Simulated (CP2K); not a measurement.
The system is KTaO3.

```
Ta K O
1.0
     3.98830    0.00000    0.00000
     0.00000    3.98830    0.00000
     0.00000    0.00000    3.98830
Ta K O
1 1 3
Direct
  0.00000 0.00000 0.00000
  0.50000 0.50000 0.50000
  0.00000 0.00000 0.50000
  0.00000 0.50000 0.00000
  0.50000 0.00000 0.00000
```

Base run:

| Item | Value |
| --- | --- |
| Program | CP2K 2026.2 |
| Functional | LDA |
| Potentials or basis | POTENTIAL_UZH Ta GTH-PBE-q13, K GTH-PBE-q9, O GTH-PBE-q6; DZVP-MOLOPT-PBE-GTH basis |
| Density cutoff | 11565 eV |
| k mesh | 7 × 7 × 7 |
| Occupations | fermi-dirac, width 0.05 eV |
| Spin | no spin polarisation |

Its results: pressure -5.8 GPa.

Q: The run is repeated on the same cell with these changes: functional from LDA to WC. What comes out?

A: Pressure -2.2 GPa.

WC binds less tightly than LDA, so the same cell stands under more pressure.

Caveats: the potentials were made for another functional, which shifts forces and pressure; the basis of atomic orbitals isn't converged, which shifts pressures, moduli and gaps.
